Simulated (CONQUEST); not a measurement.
## GaSb under changes of volume

One of the cells (28.625 Å³/atom); the others are scaled copies at fixed shape and fractional positions:

```
CELL_PARAMETERS angstrom
4.32608 0.00000 0.00000
0.00000 4.32608 0.00000
0.00000 0.00000 6.11800
ATOMIC_POSITIONS crystal
Sb 0.00000 0.50000 0.25000
Sb 0.50000 0.00000 0.75000
Ga 0.00000 0.00000 0.00000
Ga 0.50000 0.50000 0.50000
```

```yaml
Program: CONQUEST 1.3
Functional: LDA
Potentials_or_basis: PseudoDojo NC LDA, DZP, grid of 48 × 48 × 60 points
k_mesh: 6 × 6 × 5
Occupations: fermi-dirac, width 0.05 eV
Spin: no spin polarisation
```

| volume (Å³/atom) | energy over the lowest point (meV/atom) | pressure (GPa) |
| --- | --- | --- |
| 26.907 | 3.94 | 1.9 |
| 27.480 | 0.12 | 0.5 |
| 28.052 | 0.00 | -0.3 |
| 28.625 | ? | ? |
| 29.197 | 11.04 | -2.6 |
| 29.770 | 21.60 | -3.3 |
| 30.342 | 34.81 | -4.1 |

Q: What does the run at 28.625 Å³/atom give?

A: Energy over the lowest point 3.37 meV/atom; pressure -1.5 GPa.

Worked out: A Birch-Murnaghan fit of order 3 (a polynomial in V^(-2/3)) to the other rows has its minimum at 27.76 Å³/atom with B0 = V·E''(V) = 53 GPa (rough, since the energies scatter). It gives 3.87 meV/atom at 28.625 Å³/atom, against the run's 3.37, and -dE/dV = -1.6 GPa, against -1.5.

Energies are extrapolated to zero smearing.

Caveats: the basis of atomic orbitals isn't converged, which shifts pressures, moduli and gaps; the real-space grid breaks the cell's symmetry a little (some runs).
